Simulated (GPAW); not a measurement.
Runs of GPAW 26.7.0 on MoS2. The cell holds a slab with vacuum, 6 atoms: a = 3.185 Å, b = 3.185 Å, c = 21.671 Å, α = 90.00°, β = 90.00°, γ = 120.00°. 

| task | level | potentials or basis | cell | k mesh | cutoff (eV) | smearing | maxiter | convergence | ranks | response ecut | response k mesh | gap on the mesh (eV) | largest force (eV/Å) |
| --- | --- | --- | --- | --- | --- | --- | --- | --- | --- | --- | --- | --- | --- |
| single point | LDA | the program's PAW data sets (release 1.2.1) made for this functional, pw | as given | 8 × 8 × 1 | 450 | fermi-dirac 0.05 eV | 120 | default | - | - | - | 1.39 | 0.42 |
| single point | PBEsol | PAW data sets generated in the run's folder for this functional, pw | atoms moved at random, drawn with an rms of 0.05 Å | 10 × 10 × 2 | 600 | fermi-dirac 0.05 eV | 150 | - | 4 | - | - | 1.28 | 1.26 |
| single point | r2SCAN | GPAW PAW data sets (gpaw-data 1.2.1), pw | as given | 8 × 8 × 1 | 500 | fermi-dirac 0.05 eV | 120 | default | - | - | - | 1.50 | (a) |
| dielectric tensor | LDA | the program's PAW data sets (release 1.2.1) made for this functional, pw | as given | 8 × 8 × 1 | 450 | fermi-dirac 0.001 eV | 150 | - | - | 80 eV | 13 × 13 × 2 | 1.39 | - |

Alike in all rows: no spin polarisation.

**Question.** Fill in the values left out.

**Answer.** (a) 0.04.

Caveats: the cutoff is short for stress and forces, so pressures can be off by a GPa or more (some runs); the PAW data sets were made with another functional, which shifts forces and pressure a little (some runs); the long-wavelength limit can be off by several per cent where d states take part (some runs).

A k mesh can miss the band edges, and the runs leave out spin-orbit coupling on Mo.

Runs at the PBE level aren't shown here.
